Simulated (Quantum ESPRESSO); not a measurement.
Pt: equation of state with LDA

Pt:

```
Pt
1.0
    -1.58422    1.58422    1.58422
     1.58422   -1.58422    1.58422
     1.58422    1.58422   -1.58422
Pt
1
Cartesian
  0.0000 0.0000 0.0000
```

This isn't the form of Pt at room conditions, which is fcc.

```
Program             : Quantum ESPRESSO 7.5
Task                : equation of state
Functional          : LDA
Potentials or basis : GBRV 1.5 LDA
Cutoff              : 612 eV
Density cutoff      : 4898 eV
k mesh              : 12 × 12 × 12
Occupations         : fermi-dirac, width 0.05 eV
Spin                : no spin polarisation
```

```yaml
Equilibrium_volume: "14.89 Å³/atom (rough: see the caveat)"
Bulk_modulus: 298 GPa (rough)
```

Energy against volume, from the lowest point:
```csv
volume (Å³/atom),energy (meV/atom)
14.950,0.00
15.268,8.17
15.586,27.19
15.904,55.59
16.222,92.21
16.540,136.03
16.858,186.05
```

All runs of the series together: 30 s on 2 threads of Arm Neoverse V2, on a shared host.

Caveat: the minimum lies outside the volumes run. Spin-orbit coupling is left out, which matters for the levels of Pt.
